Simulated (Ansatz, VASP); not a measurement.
## One calculation of Mn, two programs

```
Mn
1.0
     2.48365    0.00000    0.00000
    -1.24182    2.15090    0.00000
     0.00000    0.00000    4.02620
Mn
2
Direct
  0.29742 0.62437 0.28174
  0.61906 0.31665 0.75331
```

Change from the starting cell: atoms moved at random, drawn with an rms of 0.15 Å.

Alike in both runs: task single point; functional LDA; k mesh 12 × 12 × 7; occupations methfessel-paxton of order 1, width 0.1 eV; collinear spin, ferrimagnetic start; Hubbard terms Mn d U = 7 eV.

|  | VASP | Ansatz |
| --- | --- | --- |
| version | VASP 6.6.1 | Ansatz 0.2.0 |
| potentials or method | VASP PAW LDA potentials, release 64 (Mn_pv) | Ansatz PAW |
| plane-wave cutoff (eV) | 520 | 420 |
| valence electrons in the cell | 26 | 30 |

Ansatz gave:

- gap on the k mesh at the Fermi level (eV): none
- rms of the force components (eV/Å): 1.226
- net moment per atom (μB): 0.00
- size of the moment on the site where the two differ most (μB): 3.22

Question: What did VASP give for the same quantities?

Answer: gap on the k mesh at the Fermi level (eV): none; rms of the force components (eV/Å): 1.268; net moment per atom (μB): 0.00; size of the moment on the site where the two differ most (μB): 3.92.

Site moments also hang on the region over which each program counts them. The programs project onto different local orbitals, so the same U acts differently. Atom by atom the forces differ by 0.132 eV/Å (rms over components). A gap of «none» marks a metal or a gap that the smearing closes. The two sets of potentials don't hold the same shells in valence.

Caveats: the U is typed as a test and isn't derived for this compound; the cell as given lies far from equilibrium (VASP); the magnetic or orbital state may not be the lowest (Ansatz); the PAW data sets come from PBE, with cores solved anew for the run's functional, which leaves a small shift of forces and pressure (Ansatz); forces of over 1 eV/Å show positions far from the minimum, so gaps and moduli don't describe the material at rest (Ansatz). The state reached can hang on the start; a lower one may exist.
